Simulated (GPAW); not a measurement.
Ir, 1 atom in the cell. The typed cell holds 1 atom: a = 2.542 Å, b = 2.611 Å, c = 2.995 Å, α = 58.28°, β = 61.38°, γ = 59.90°. This isn't the form of Ir at room conditions, which is fcc. The cell isn't the ideal one: cell sheared at random, sigma 0.1, atoms nudged by 0.01 Å.

```yaml
Program: GPAW 26.7.0
Task: band structure
Functional: PBE
Potentials_or_basis: GPAW PAW data sets (gpaw-data 1.2.1)
Cutoff: 600 eV
Basis: pw
k_mesh: 12 × 13 × 11
Occupations: fermi-dirac, width 0.15 eV
Spin: no spin polarisation
Maxiter: 50
Band_path: XGY,LGZ,NGM,RG
Band_points: 60
```

Potentials or basis: GPAW PAW data sets (gpaw-data 1.2.1), pw.

The run is started by

```sh
$ OMP_NUM_THREADS=1 python run.py
```

Hardware: 1 thread of Arm Neoverse V1 (shared host).

Question: How long does it take, and how much memory?

Answer: It took 2.3 min on 1 thread of Arm Neoverse V1, on a shared host, peak memory 0.33 GiB. Counts: scf iterations 13, plane waves 479, bands 16, k points 859.
